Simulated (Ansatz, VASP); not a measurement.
## Two plane-wave programs on AlPt

The input INCAR:

```
  PREC = Accurate
  ENCUT = 600
  EDIFF = 1E-6
  ISMEAR = -1
  SIGMA = 0.15
  LREAL = F
  LASPH = T
  NELM = 100
  ALGO = Fast
  ISIF = 3
  LWAVE = F
  LCHARG = F
  GGA = PS
  IBRION = 2
  NSW = 80
  EDIFFG = -0.001
```

File KPOINTS:

```
Automatic mesh
0
Gamma
  16 16 16
```

Contents of POSCAR:

```
AlPt
1.0
    3.0601616599      0.0000000000      0.0000000000
    0.0000000000      3.0601616599      0.0000000000
    0.0000000000      0.0000000000      3.0601616599
Al Pt
1 1
Direct
    0.0000000000      0.0000000000      0.0000000000
    0.5000000000      0.5000000000      0.5000000000
```

Input for Ansatz:

```yaml
crystal:
  lattice:
    - [3.0601616599, 0.0, 0.0]
    - [0.0, 3.0601616599, 0.0]
    - [0.0, 0.0, 3.0601616599]
  atoms:
    - { symbol: Al, position: [0.0, 0.0, 0.0] }
    - { symbol: Pt, position: [0.5, 0.5, 0.5] }
basis:
  ecutwfc: 420
kpoints:
  mp_grid: { grid: [16, 16, 16] }
hamiltonian:
  xc: pbesol
scf:
  occupations: { method: fermi_dirac, width: 0.15 }
output:
  forces: true
  stress: true
  eigenvalues: true
  write_density: true
  write_potential: true
  elf: true
  volumetric_format: npy
relax:
  adjacent_minimum: "off"
  f_tol: 0.001
  max_steps: 60
  cell: { stress_tol: 0.01 }
```

Alike in both runs: task relaxation of cell and atoms; functional PBEsol; k mesh 16 × 16 × 16; occupations fermi-dirac, width 0.15 eV; no spin polarisation.

|  | VASP | Ansatz |
| --- | --- | --- |
| version | VASP 6.6.1 | Ansatz 0.2.0 |
| potentials or method | VASP PAW PBE potentials, release 64 (Al, Pt) | scalar-relativistic, plane waves, PAW |
| plane-wave cutoff (eV) | 600 | 420 |
| valence electrons in the cell | 13 | 21 |

|  | VASP | Ansatz | Ansatz less VASP |
| --- | --- | --- | --- |
| gap on the k mesh at the Fermi level, each at its own relaxed structure (eV) | none | none | - |
| relaxed volume (Å³/atom) | 14.34 | 14.34 | +0.001 |
| relaxed cell length with the largest relative difference (Å) | 3.061 | 3.061 | +0.0001 |

A gap of «none» marks a metal or a gap that the smearing closes. The two sets of potentials don't hold the same shells in valence.

Caveats: the PAW data sets were made with another functional, which shifts forces and pressure a little (VASP). Spin-orbit coupling is left out, which matters for the levels of Pt.
